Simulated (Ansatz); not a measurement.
## Property card for HfO$_{2}$

Method: DFT PBE, scalar-relativistic, plane waves, PAW (Ansatz 0.2.0).

Cutoff 420 eV; k points 8×8×8 on the computed 3-atom cell (Γ-centred); Gaussian smearing, width 0.02 eV; no spin polarisation.

The structure is relaxed at this level of theory with its symmetry kept, and needn't be the ground state of this composition.

```cif
data_structure
_symmetry_space_group_name_H-M 'P 1'
_symmetry_Int_Tables_number 1
_cell_length_a 3.6045
_cell_length_b 3.6045
_cell_length_c 3.6045
_cell_angle_alpha 60.000
_cell_angle_beta 60.000
_cell_angle_gamma 60.000
_cell_volume 33.11
loop_
_atom_site_label
_atom_site_type_symbol
_atom_site_fract_x
_atom_site_fract_y
_atom_site_fract_z
_atom_site_occupancy
Hf1 Hf 0.00000 0.00000 0.00000 1
O1 O 0.75000 0.75000 0.75000 1
O2 O 0.25000 0.25000 0.25000 1
```

(1) Formation energy from the elements' standard states (uncorrected)?

(2) Kohn–Sham band gap?

(3) Orbital (Löwdin) character of the top 1 eV of the valence band?

(4) Orbital (Löwdin) character of the lowest 1 eV of the conduction band?

(5) Electron masses at the edge by direction of the standard setting (m_e; one valley, along these axes only; no spin-orbit coupling)?

(6) Hole masses at the edge by direction of the standard setting (m_e; one valley, along these axes only; no spin-orbit coupling)?

(7) Bader charge by site (e)?

Spin-orbit coupling is left out, which matters for the bands of heavy elements.

## Answers

(1) -3.371 eV/atom.

(2) 3.75 eV, direct at X.

(3) O 2p 93 %.

(4) Hf 5d 85 %, O 2p 12 %.

(5) x: 1.2; y: 0.74; z: 0.74.

(6) x: 0.29; y: 3.1; z: 3.1.

(7) Hf (1 in the cell) 2.69, O (2 in the cell) -1.34.

The cell was relaxed from a distorted copy of a database structure. Kohn–Sham gaps at this level usually fall short of measured ones. Löwdin shares on free-atom orbitals overweight diffuse shells in the empty bands.
